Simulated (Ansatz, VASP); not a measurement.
One calculation of CsBr, two programs

```
Cs Br
1.0
     4.28600    0.00000    0.00000
     0.00000    4.28600    0.00000
     0.00000    0.00000    4.28600
Cs Br
1 1
Direct
  0.00000 0.00000 0.00000
  0.50000 0.50000 0.50000
```

Alike in both runs: task single point; functional LDA; k mesh 4 × 4 × 4; occupations gaussian, width 0.1 eV; no spin polarisation.

```csv
,VASP,Ansatz
version,VASP 6.6.1,Ansatz 0.2.0
potentials or method,"VASP PAW LDA potentials, release 64 (Cs_sv, Br)","scalar-relativistic, plane waves, PAW"
plane-wave cutoff (eV),520,420
valence electrons in the cell,16,16
```

|  | VASP | Ansatz | Ansatz less VASP |
| --- | --- | --- | --- |
| gap on the k mesh at the Fermi level (eV) | 4.14 | 4.13 | -0.009 |
| least direct gap on the mesh (eV) | 4.14 | 4.13 | -0.009 |
| pressure (GPa) | -1.6 | -1.7 | -0.06 |

Caveats: spin-orbit coupling is left out, which moves the levels of the heavy elements. A hybrid or GW would open this gap; LDA tends to underestimate it.
